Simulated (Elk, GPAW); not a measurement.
An Elk input for a self-consistent single point of NaBr (Fm-3m, 2 atoms in the cell) (DFT, PBE, all-electron FP-LAPW, Elk's shipped species files, LAPW+lo basis):

```
tasks
  0

xctype
  20

rgkmax
  8.0

gmaxvr
  16.0

nxoapwlo
  1

stype
  3

swidth
  0.000367493

avec
    0.0000000000    5.4900550140    5.4900550140
    5.4900550140    0.0000000000    5.4900550140
    5.4900550140    5.4900550140    0.0000000000

atoms
  2   : nspecies
  'Na.in'   : spfname
  1   : natoms; atposl, bfcmt below
  0.0000000000  0.0000000000  0.0000000000    0.0 0.0 0.0
  'Br.in'   : spfname
  1   : natoms; atposl, bfcmt below
  0.5000000000  0.5000000000  0.5000000000    0.0 0.0 0.0

ngridk
  5 5 5
```

Write the same calculation as an input for GPAW.

One input that does it (others would too):

```python
from ase import Atoms
from ase.units import GPa
from gpaw import GPAW

atoms = Atoms(['Na', 'Br'],
              cell=[[0.000000, 2.905212, 2.905212],
                    [2.905212, 0.000000, 2.905212],
                    [2.905212, 2.905212, 0.000000]],
              positions=[[0.000000, 0.000000, 0.000000],
                         [2.905212, 2.905212, 2.905212]],
              pbc=True)

calc = GPAW(mode={'name': 'pw', 'ecut': 850},
            xc='PBE',
            kpts=(5, 5, 5),
            occupations={'name': 'fermi-dirac', 'width': 0.01},
            nbands=-8,
            convergence={'forces': 0.001, 'bands': -6},
            symmetry={'symmorphic': False, 'tolerance': 0.0005},
            maxiter=120,
            txt='-')

atoms.calc = calc

energy = atoms.get_potential_energy()
print('Energy (eV):', round(energy, 6))
forces = atoms.get_forces()
print('Forces (eV/Ang):')
print(forces.round(5))
stress = atoms.get_stress()
print('Stress (GPa, Voigt):', (stress / GPa).round(4))
```

Basis settings and potentials, where a program has them, do not carry over. This input uses DFT PBE, plane waves, GPAW PAW datasets PBE (gpaw-data 1.0.1). Both were run: gap on the mesh 4.371 eV in Elk and 4.426 in GPAW.

On Elk: the starting cell comes from a database of computed structures (which also holds hypothetical and non-ambient phases and stackings), without a prior relaxation at this level. Its lattice was rescaled by a random factor within 2.5 % of one. For this run, on top of that: lattice scaled by 0.98. Values depend on the basis (sphere radii, cutoffs, local orbitals), which need not be converged.

On GPAW: the starting cell comes from a database of computed structures (which also holds hypothetical and non-ambient phases and stackings), without a prior relaxation at this level. Its lattice was rescaled by a random factor within 2.5 % of one. For this run, on top of that: lattice scaled by 0.98.
